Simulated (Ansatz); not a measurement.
## What settings do to one calculation: H started midway between two neighbours in rocksalt LiCl, 17 atoms, charge 0

Ansatz (PAW, plane waves), atoms fixed. The base input:

```yaml
crystal:
  lattice:
    - [0.000000, 5.066355, 5.066355]
    - [5.066355, 0.000000, 5.066355]
    - [5.066355, 5.066355, 0.000000]
  atoms:
    - { symbol: Cl, position: [0.782838, 0.214715, 0.237907], spin: 0.091 }
    - { symbol: Cl, position: [0.232297, 0.741530, 0.772532] }
    - { symbol: Cl, position: [0.258940, 0.744192, 0.247572], spin: 0.091 }
    - { symbol: Cl, position: [0.759611, 0.263927, 0.743158], spin: 0.091 }
    - { symbol: Cl, position: [0.244428, 0.275849, 0.730797], spin: 0.091 }
    - { symbol: Cl, position: [0.777121, 0.770432, 0.255240], spin: 0.091 }
    - { symbol: Cl, position: [0.269012, 0.234338, 0.259038] }
    - { symbol: Cl, position: [0.779099, 0.722603, 0.751796] }
    - { symbol: Li, position: [0.975921, 0.024243, 0.989379] }
    - { symbol: Li, position: [0.496855, 0.514651, 0.499705], spin: 0.091 }
    - { symbol: Li, position: [0.968032, 0.014142, 0.525096], spin: 0.091 }
    - { symbol: Li, position: [0.491801, 0.497924, 0.033620], spin: 0.091 }
    - { symbol: Li, position: [0.008823, 0.503664, 0.993901], spin: 0.091 }
    - { symbol: Li, position: [0.498689, 0.005203, 0.488126], spin: 0.091 }
    - { symbol: Li, position: [0.491218, 0.000382, 0.027334] }
    - { symbol: Li, position: [0.995957, 0.520444, 0.501582] }
    - { symbol: H, position: [0.628501, 0.391579, 0.363147], spin: 0.091 }
kpoints:
  mp_grid: { grid: [2, 2, 2], shift: [0.5, 0.5, 0.5] }
hamiltonian:
  xc: pbesol
magnetization:
  spin_polarized: true
scf:
  occupations: { method: fermi_dirac, width: 0.01 }
output:
  forces: true
  eigenvalues: true
  stress: true
  populations: true
  write_density: true
  write_potential: true
  elf: true
  volumetric_format: npy
```

Command:

```sh
ansatz run in.yaml --threads 8 --pin off --max-ram 13300MiB --runs-dir r --events-out ev --progress --plain
```

It converged in 13 iterations and 3.2 s of wall time on 8 threads of a Neoverse-V2 processor, on a host shared with other runs; peak host memory 0.84 GiB; largest force component 3.94 eV/Å, pressure 3.74 GPa. The cutoff was the default, 420 eV. The base isn't a converged reference: it has few k points, and its atoms are unrelaxed. Each run below changes the keys shown and caps the iterations.

```
run                                                                           changed         ending  iterations  free energy less the base (meV per atom)  rms change of forces (eV/Å)  change of pressure (GPa)  wall time (s, shared host)
  1                                                      mixing beta 0.1, max_iter 60      converged          21                                       0.0                        0.000                      0.00                     3.4 CPU
  2                      ecutrho_ratio 8, dispersion d3bj, width 0.2 eV, max_iter 100      converged          22                                other zero                        0.014                     -1.95                     5.4 CPU
  3  ecutwfc 240 eV, ecutrho_ratio 8, max_iter 50, k points a 2×2×2 mesh centred on Γ      converged          14                                      76.6                        0.027                      0.26                     1.7 CPU
  4                                                         width 1.0 eV, max_iter 70      converged          14                                    -104.1                        0.221                      0.59                     3.7 CPU
  5                                             initial_magnetization 4, max_iter 100      converged          13                                       0.0                        0.000                      0.00                     2.8 CPU
  6                                                         width 0.2 eV, max_iter 70      converged          22                                      -0.6                        0.013                     -0.01                     5.5 CPU
  7                                                      max_iter 100, total_charge 6      converged          38                                other zero                        2.174                      9.60                     4.8 CPU
  8                                 n_extra_bands 1, dr2_threshold 0.001, max_iter 80      converged          11                                       0.0                        0.000                      0.00                     2.6 CPU
  9                                        width 0.03 eV, n_extra_bands 4, max_iter 2  not converged           –                                         –                            –                         –                           –
 10                                                     ecutrho_ratio 3, max_iter 100      converged          13                                       0.0                        0.000                      0.00                     2.9 CPU
```

«Other zero»: another functional, charge or dispersion term moves the zero of energy, so the difference says nothing of accuracy.

Question: Which changes leave the result alone, and which of the same physical model moves the forces most?

Answer: The forces move by under 0.002 eV/Å in runs 1, 5, 8, 10. Run 4 (width 1.0 eV, max_iter 70) moves them most among the runs with the same functional, charge and dispersion term, by 0.221 eV/Å.

Question: Why did some runs give no result?

Answer: - run 9: did not converge after 2 iterations: dr2 = 2.21e0 (threshold 1.00e-7), under the density mixer `msr1`, which `scf.mixing.algorithm: auto` chose by the deck's other keys (type `scf.mixing.algorithm: msr1` to keep it);
